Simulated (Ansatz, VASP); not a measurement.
**One calculation of Ge, two programs**

```
CELL_PARAMETERS angstrom
1.92533 -1.88589 0.25655
1.92533 1.88589 0.25655
-0.52152 0.00000 2.69608
ATOMIC_POSITIONS crystal
Ge 0.50000 0.50000 0.50000
```

Alike in both runs: functional PBE; k mesh 8 × 8 × 6; occupations gaussian, width 0.1 eV; no spin polarisation.

Ansatz relaxed the structure, and its values are those at the end. VASP's run is a single point on that final structure, the one shown.

```csv
,VASP,Ansatz
version,VASP 6.6.1,Ansatz 0.2.0
potentials or method,"VASP PAW PBE potentials, release 64 (Ge_d)","scalar-relativistic, plane waves, PAW"
plane-wave cutoff (eV),520,420
valence electrons in the cell,14,14
```

|  | VASP | Ansatz | Ansatz less VASP |
| --- | --- | --- | --- |
| gap on the k mesh at the Fermi level (eV) | none | none | - |
| pressure (GPa) | 0.1 | 0.0 | -0.03 |

A gap of «none» marks a metal or a gap that the smearing closes. The functional is the same, so the differences come from potentials, cutoffs and numerics.

Caveats: the k mesh is coarse (spacing up to 0.38 Å⁻¹), so the values aren't converged.
